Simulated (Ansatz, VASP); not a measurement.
# Cross-check of B107N108 (V_B) between VASP and Ansatz

Aim: how closely do two programs agree when they are given the same cell, functional and k mesh? The cell is taken from a series of runs on this material, whose earlier steps may have relaxed, scaled, displaced or heated it; both programs get it as it stands.

Calculated with Ansatz 0.2.0; plane waves, with VASP 6.6.1 beside it; single point at PBEsol.

## 1. The structure

The cell holds 215 atoms: 107 B and 108 N. Cell: a = 13.011 Å, b = 13.011 Å, c = 13.322 Å, α = 90.0°, β = 90.0°, γ = 120.0°. It derives from BN (BN (P6_3/mmc)). Nearest the centre at fractional (0.556, 0.556, 0.375): N160 at 1.51 Å, N173 at 1.51 Å, N195 at 1.51 Å, B52 at 2.48 Å, B64 at 2.48 Å, B53 at 2.48 Å, B99 at 2.48 Å, B100 at 2.49 Å.

## 2. Ansatz: single point, PBEsol

Ansatz runs on its default PAW (the set named soft_2) files.

A single point gives forces, pressure and levels at one fixed geometry, so differences don't come from the geometry; what else differs is listed under the comparison.

input.yaml

```yaml
crystal:
  checkpoint: "../qm1_M2.relax_smeared.run"
  host: checkpoint
basis:
  ecutwfc: 420
  xc_grid: 2
hamiltonian:
  xc: pbesol
kpoints:
  mp_grid: { grid: [1, 1, 1] }
scf:
  occupations: { method: fermi_dirac, width: 0.01 }
  max_iter: 60
output:
  forces: true
  eigenvalues: true
  charged_corrections: { defect_position: [0.555556, 0.555556, 0.375] }
checkpoint:
  read: "../qm1_M2.relax_smeared.run"
  write: "../qm1_M2.point_neutral.run"
  compress: false
  write_wavefunctions: false
  write_every: 100000
magnetization:
  spin_polarized: true
  initial_magnetization: 1
  spin_locking: { lock_magnetization: hard }
```

Launch:

```
$ ansatz run input.yaml --threads 4 --pin off --max-ram 18841MiB --backend cpu --events-out ev --progress --plain --runs-dir out
```

Numbers of over 12 decimals in the logs are rounded to 6 here.

Output:

```text
checkpoint.read: neither the saved density nor the saved orbitals are used: the state is of another total charge, and does not settle where this run's electrons and spins go. The run starts from its atoms. Which states do: the manual's quickstart, A charge series.
crystal.checkpoint: the structure is that of <dir>, a `relax` run, at its step 6: its result, under pbesol at a charge of -1 e; 215 atoms read, 3 with a starting moment; this deck's charge is 0 e; this run starts in the magnetic order that was found there; no density is read with it (checkpoint.read); crystal.structure_sha256 for this input is
Engine: ansatz 0.2.0, aarch64-unknown-linux-gnu
Pseudopotentials: kind: paw
Pseudopotential: B, paw, valence charge 3, recommended cutoff 420 eV (normal), B.paw.azcp
Pseudopotential: N, paw, valence charge 5, recommended cutoff 420 eV (normal), N.paw.azcp
Functional definition: PBEsol
  exchange = pbesol_x
  correlation = pbesol_c
Crystal: 215 atoms, lattice volume = 1953.136 Å³
Basis set: ecut = 420 eV, 38193 PW (Γ), exchange–correlation on 180×180×180 points (8 copies of the dense FFT grid, shifted against one another)
Bands: 646, of which v1, the nominal top of the filled ones, is band 431 counted from 1 (430 counted from 0)
Symmetry: 1 space group operations
Space group: P1 (ITA 1), of the structure as read, at distance tolerance 1.3e-4 Å
Magnetic group: BNS 1.1 (UNI 1), of the structure as read, at distance tolerance 1.3e-4 Å
k-points: 1
Non-local potential: B, projectors of the file, l = 0: 2, l = 1: 2, l = 2: 1
Non-local potential: N, projectors of the file, l = 0: 2, l = 1: 2, l = 2: 1
PAW form: soft (Blöchl's): semilocal exchange-correlation on the pseudo side does not see the compensation charge
PAW frozen core: B, regenerated for the run's functional, and the local potential with it (the file was generated under x = pbe(κ = 0.804, μ = 0.219515), c = pbe(β = 0.066725))
PAW frozen core: N, regenerated for the run's functional, and the local potential with it (the file was generated under x = pbe(κ = 0.804, μ = 0.219515), c = pbe(β = 0.066725))
PAW one-centre angular grid: B, 110 points (default); XC on 64 Gauss nodes
PAW one-centre angular grid: N, 110 points (default); XC on 64 Gauss nodes
Starting moments: Σ|m| = 1 μB on 3 of 215 sites
Initial wavefunctions: pseudopotential atomic-orbital guess
Functional: x = pbesol(κ = 0.804, μ = 0.123457), c = pbesol(β = 0.046)
SCF iter   1: F=—  HF=-57620.526647 eV  |F-HF|=—  |Δ(HF+E_count)|=         —  Δρ=7.06e-2 (↑7.02e-2 ↓7.06e-2)  dr2=3.79e2  dr2_m=1.43e-1  M=1.000 μB ∫|m|=1.086 μB  β_m=0.30  ethr=3.10e-3  ⟨swp⟩=6.0  Hψ=5868  notcnv=0  defer=109
preconditioner: auto → Kerker (q_TF=auto, 2.380 Å⁻¹)  [metal: Δε(μ)=0.000 eV  Ē_g=16.765 eV  σ=0.010 eV  W_gap=0.00  n_scr=406 (ndim 8)  ℏωp=24.7 eV  f_vac=0.000  D(μ)=50.00/eV (n_scr^D=338)]
spin=Collinear: Kerker preconditioning applied to the charge; magnetization (m = ρ↑ − ρ↓) channel mixes plain (no charge-response kernel on spin).
SCF iter   2: F=—  HF=-57546.358907 eV  |F-HF|=—  |Δ(HF+E_count)|=    7.42e1  Δρ=4.52e-2 (↑4.49e-2 ↓4.52e-2)  dr2=1.64e2  dr2_m=7.48e-2  M=1.000 μB ∫|m|=1.090 μB  β_m=0.54  ethr=3.10e-3  ⟨swp⟩=2.0  Hψ=2366  notcnv=0  defer=412
SCF iter   3: F=—  HF=-57490.348932 eV  |F-HF|=—  |Δ(HF+E_count)|=    5.60e1  Δρ=1.55e-2 (↑1.55e-2 ↓1.33e-2)  dr2=1.90e1  dr2_m=2.94e-1  M=1.000 μB ∫|m|=2.586 μB  β_m=0.74  ethr=3.10e-3  ⟨swp⟩=2.0  Hψ=2061  notcnv=0  defer=412
SCF iter   4: F=—  HF=-57484.431401 eV  |F-HF|=—  |Δ(HF+E_count)|=    5.92e0  Δρ=1.25e-2 (↑1.25e-2 ↓4.82e-3)  dr2=6.69e0  dr2_m=4.66e-1  M=1.000 μB ∫|m|=1.456 μB  β_m=0.67  ethr=2.21e-3  ⟨swp⟩=2.5  Hψ=2158  notcnv=0  defer=412
SCF iter   5: F=—  HF=-57483.941262 eV  |F-HF|=—  |Δ(HF+E_count)|=   4.90e-1  Δρ=1.02e-2 (↑1.02e-2 ↓3.61e-3)  dr2=4.38e0  dr2_m=3.03e-1  M=1.000 μB ∫|m|=1.401 μB  β_m=0.73  ethr=7.77e-4  ⟨swp⟩=2.5  Hψ=1692  notcnv=0  defer=412
SCF iter   6: F=—  HF=-57483.962998 eV  |F-HF|=—  |Δ(HF+E_count)|=   2.17e-2  Δρ=6.94e-3 (↑6.94e-3 ↓3.27e-3)  dr2=2.58e0  dr2_m=1.03e-1  M=1.000 μB ∫|m|=1.472 μB  β_m=0.74  ethr=5.08e-4  ⟨swp⟩=2.5  Hψ=2158  notcnv=0  defer=412
SCF iter   7: F=—  HF=-57483.960502 eV  |F-HF|=—  |Δ(HF+E_count)|=   2.50e-3  Δρ=5.21e-3 (↑5.21e-3 ↓1.54e-3)  dr2=7.13e-1  dr2_m=1.14e-1  M=1.000 μB ∫|m|=2.436 μB  β_m=0.70  ethr=3.00e-4  ⟨swp⟩=2.5  Hψ=1561  notcnv=0  defer=412
SCF iter   8: F=—  HF=-57484.024323 eV  |F-HF|=—  |Δ(HF+E_count)|=   6.38e-2  Δρ=3.16e-3 (↑3.16e-3 ↓1.03e-3)  dr2=4.15e-1  dr2_m=2.86e-2  M=1.000 μB ∫|m|=2.004 μB  β_m=0.55  ethr=8.28e-5  ⟨swp⟩=3.0  Hψ=1568  notcnv=0  defer=412
SCF iter   9: F=—  HF=-57484.014213 eV  |F-HF|=—  |Δ(HF+E_count)|=   1.01e-2  Δρ=4.08e-3 (↑4.08e-3 ↓3.71e-4)  dr2=4.69e-1  dr2_m=7.53e-2  M=1.000 μB ∫|m|=2.616 μB  β_m=0.77  ethr=4.82e-5  ⟨swp⟩=2.5  Hψ=1449  notcnv=0  defer=412
[...]
k-point 0 ↓: bands = [... 427 lower, 4.5803, 4.5998, 4.6469, 5.0874, 5.7726, 8.8620, 8.8637, 8.8671, ... 211 higher]
```

## 3. VASP: single point, PBEsol

The same cell, functional, mesh and smearing now go to VASP, with its own data sets.

Lines of VASP's logs that name or quote its potential files are left out, and so is its time.

INCAR

```
SYSTEM = B107N108
PREC = Accurate
ENCUT = 520
EDIFF = 1E-06
NELM = 200
ISMEAR = -1
SIGMA = 0.01
LREAL = Auto
ALGO = Normal
GGA = PS
NBANDS = 581
ISPIN = 2
MAGMOM = 0 0 0 0 -0 -0 0 0 0 0 0 0 0 0 0 -0 0 -0 0 0 0 0 0 0 0 0 0 0 0 0 0 0 0 0 0 0 0 0 0 0 0 -0 0 0 0 0 0 0 0 0 0 0 0 0 0 0 0 0 0 0 0 0 -0 -0 0 0 0 0 0 0 0 0 0 0 0 -0 0 0 0 0 0 0 0 0 0 0 0 0 -0 0 0 0 0 0 0 0 0 0 -0 0 -0 0 0 0 0 0 0 -0 -0 -0 0 -0 -0 -0 -0 -0 -0 -0 -0 -0 -0 -0 -0 -0 0.02 -0 -0 -0 -0 -0 -0 -0 -0 -0 -0 0 -0 -0 -0 -0 -0 -0 -0 -0 -0 -0 0.02 -0 -0.01 -0 -0 -0 -0 -0 -0 -0 -0 -0 0 0.31 0.01 -0 -0 -0 -0 -0 -0 -0 -0 -0 -0 -0.01 -0.05 -0 -0 -0 -0 -0 -0 -0 -0 -0 -0 -0 -0 -0 -0 -0 -0 -0 -0 -0 -0 -0 0.31 0.02 -0 -0 -0 -0 -0 -0 -0 -0 -0 -0 -0.01 0 0.02 -0 -0 -0 -0 -0 -0
LORBIT = 11
LWAVE = .FALSE.
LCHARG = .FALSE.
ISIF = 2
NUPDOWN = 1
LASPH = .TRUE.
GGA_COMPAT = .FALSE.
```

POSCAR

```
B107N108
1.0
   11.2680000000      6.5055840000      0.0000000000
  -11.2680000000      6.5055840000      0.0000000000
    0.0000000000      0.0000000000     13.3220000000
B N
107 108
Direct
    0.0003182095      0.2223513404      0.1255300112
    0.1114965958      0.1113123128      0.1256466767
[... 3 atom lines left out ...]
    0.2226642182      0.2224671962      0.3753032400
[... 11 atom lines left out ...]
    0.2225638078      0.5555509946      0.3752553438
[... 23 atom lines left out ...]
    0.5557461538      0.2223660753      0.3753351212
[... 6 atom lines left out ...]
    0.3336912602      0.5556145779      0.1268378350
    0.4449330683      0.4447495000      0.1279086500
[... 1 atom line left out ...]
    0.3353356427      0.4456814796      0.3752506578
    0.4458769081      0.3351335853      0.3753383121
[... 1 atom line left out ...]
    0.4449118557      0.4447369427      0.6222546449
[... 6 atom lines left out ...]
    0.5557981073      0.6664817740      0.1279284952
[... 1 atom line left out ...]
    0.4451813497      0.6654162453      0.3752808984
    0.5557467846      0.8886362288      0.3753107799
[... 2 atom lines left out ...]
    0.5557782304      0.6664695380      0.6222612554
[... 15 atom lines left out ...]
    0.6666648674      0.5556165118      0.1279193223
[... 2 atom lines left out ...]
    0.6656122615      0.4449908316      0.3753345161
[... 1 atom line left out ...]
    0.8888298865      0.5555460090      0.3753216068
    0.6666467211      0.5556055319      0.6222463111
[... 8 atom lines left out ...]
    0.6663121559      0.7759819846      0.3753243930
    0.7761663094      0.6661019993      0.3753264380
    0.8889322184      0.8887357373      0.3753015074
[... 23 atom lines left out ...]
    0.2218936913      0.3329681425      0.3752905468
[... 21 atom lines left out ...]
    0.3331621187      0.2216928035      0.3753175822
[... 8 atom lines left out ...]
    0.3335736294      0.4445399308      0.1265179271
    0.4447227820      0.3333918351      0.1264878954
    0.5557985354      0.5556166209      0.1264299800
    0.3325094974      0.5555469544      0.3752406856
    0.4395350771      0.4393354988      0.3753279955
    0.5557443495      0.3323105724      0.3753419487
    0.3335526821      0.4445266524      0.6236625770
    0.4447042795      0.3333807544      0.6236290707
    0.5557807079      0.5556065395      0.6237585163
[... 4 atom lines left out ...]
    0.4446482265      0.6666914677      0.1265314769
[... 2 atom lines left out ...]
    0.4444729950      0.7781396901      0.3752959518
    0.5557479795      0.6718132381      0.3753760766
[... 1 atom line left out ...]
    0.4446293469      0.6666772232      0.6237013211
[... 16 atom lines left out ...]
    0.6668742537      0.4444680671      0.1264724885
[... 2 atom lines left out ...]
    0.6719837641      0.5555484911      0.3753587705
    0.7783317853      0.4442719170      0.3752955653
[... 1 atom line left out ...]
    0.6668559866      0.4444578035      0.6236428139
[... 5 atom lines left out ...]
    0.6669454846      0.7778399410      0.1265164736
    0.7780222474      0.6667658520      0.1264855641
[... 1 atom line left out ...]
    0.6670219569      0.8894135110      0.3753249362
    0.7789890078      0.7787900850      0.3753093450
    0.8896023130      0.6668219141      0.3752804154
    0.6669279669      0.7778278807      0.6236887344
    0.7780050863      0.6667538496      0.6236593670
[... 3 atom lines left out ...]
    0.8891706786      0.6667876768      0.8747434266
```

KPOINTS

```
Automatic mesh
0
Gamma
1 1 1
0 0 0
```

Potentials, in the order of the species: B and N (PBE family, release 64).

Launch:

```
$ export OMP_NUM_THREADS=3
$ mpirun -np 1 vasp_gam
```

Output:

```text
[banner, memory and clock lines left out]
running    1 mpi-ranks, on    1 nodes
[...]
Offloading initialized ...    1 GPUs detected
[...]
|                                                                             |
|               ----> ADVICE to this user running VASP <----                  |
|                                                                             |
|     You enforced a specific xc type in the INCAR file but a different       |
|     [... a line on the potential file left out ...]
|     I HOPE YOU KNOW WHAT YOU ARE DOING!                                     |
|                                                                             |

 LDA part: xc-table for (Slater+PW92), standard interpolation
 POSCAR, INCAR and KPOINTS ok, starting setup
[...]
entering main loop
       N       E                     dE             d eps       ncg     rms          rms(c)
DAV:   1     0.804814409143E+04    0.80481E+04   -0.48723E+05  2332   0.147E+03
DAV:   2    -0.113448474457E+04   -0.91826E+04   -0.85853E+04  3448   0.379E+02
DAV:   3    -0.211269620297E+04   -0.97821E+03   -0.96500E+03  2720   0.126E+02
DAV:   4    -0.213854772113E+04   -0.25852E+02   -0.25787E+02  2768   0.217E+01
[...]
DAV:  35    -0.195634512815E+04    0.39349E-05   -0.21678E-06  1888   0.299E-03    0.314E-02
DAV:  36    -0.195634512670E+04    0.14439E-05   -0.72816E-06  2288   0.302E-03    0.217E-02
DAV:  37    -0.195634512623E+04    0.47163E-06   -0.27060E-06  1736   0.184E-03
   1 F= -.19563451E+04 E0= -.19563348E+04  d E =-.206763E-01  mag=     1.0000
```

OUTCAR, selected parts (step 3):

```text
 magnetization (x)
# of ion       s       p       d       tot
------------------------------------------
    1        0.000   0.000   0.000   0.000
    2        0.000   0.000   0.000   0.000
    3        0.000   0.000   0.000   0.000
    4        0.000   0.001   0.000   0.001
    5        0.000   0.001   0.000   0.001
    6        0.000  -0.000   0.000  -0.000
[...]
213       -0.000  -0.002   0.000  -0.002
  214       -0.000  -0.002   0.000  -0.002
  215       -0.000  -0.002   0.000  -0.003
--------------------------------------------------
tot          0.110   0.742   0.000   0.852
```

The run ends at a pressure of 0.90 GPa, with forces up to 0.78 eV/Å.

## 4. Side by side

Known differences besides the potentials themselves: VASP starts from the moments at which Ansatz ended; the cutoff is 420 eV in Ansatz and 520 eV in VASP (PREC = Accurate, projectors in real space); Ansatz makes its cores anew for this functional, VASP keeps those of its PBE data sets; site moments are counted in spheres of each program's own size. Total energies have different zeros and are not compared.

Both answers:

```
                             quantity  Ansatz  VASP  difference
total moment, fixed by the input (μB)    1.00  1.00        0.00
                  moment on N173 (μB)   -0.05  0.47       -0.52
                  moment on N160 (μB)    0.31  0.24       +0.08
                  moment on N195 (μB)    0.31  0.24       +0.08
```

Forces on 7 of the 215 atoms, those with the largest forces and the largest differences (eV/Å; atoms numbered as in POSCAR):

```
atom          Ansatz x, y, z           VASP x, y, z
 B52  -0.408, -0.063, -0.013   -0.762, 0.166, 0.000
 B53    0.900, 0.029, -0.008    0.419, 0.086, 0.001
 B64  -0.267, -0.899, -0.115  -0.349, -0.313, 0.005
 B87   0.425, -0.790, -0.008  0.134, -0.400, -0.001
 B99    0.646, 0.682, -0.116   0.095, 0.458, -0.002
N160   -0.756, -0.351, 0.012    0.574, 0.081, 0.000
N195    -0.075, 0.827, 0.014  0.214, -0.540, -0.006
```

The forces differ by 102 meV/Å r.m.s., which is 113.5 % of the r.m.s. force of 0.089 eV/Å (both taken over all components). VASP's last cycles still show a density residual of 2e-03, so its state may not be settled. The two runs ended with unlike total or site moments, perhaps in different magnetic states: Ansatz left the typed order; the other differences may follow from that, so they don't measure the programs' precision.

## 5. What came out

```json
{"difference in moment on N173 (single point, PBEsol)": "-0.52 μB", "r.m.s. force difference (single point, PBEsol)": "102 meV/Å"}
```

The r.m.s. force difference is 102 meV/Å (single point, PBEsol), beyond the 12 meV/Å picked in this series as the mark of a large difference. The runs of the single point, PBEsol pair ended with unlike moments, so it says little about numerical agreement. By the marks of this series, far apart in the single point, PBEsol pair: the r.m.s. force difference, 102 meV/Å. What causes the difference of the single point, PBEsol pair stays open here. How closely two codes agree says nothing of how well the functional describes the real material.

[Lines on the potential files, build, host, timing and source positions are cut from VASP's logs without a mark.]

[Logs are printed without paths, hosts, clocks, repeated set-up lines and the standing remarks that a program may print on its own settings, such as how far it seeks lower states.]

[Hosts, paths, dates, database ids (printed as entryN), source tags and the programs' standing remarks are cut or masked in the printed files.]
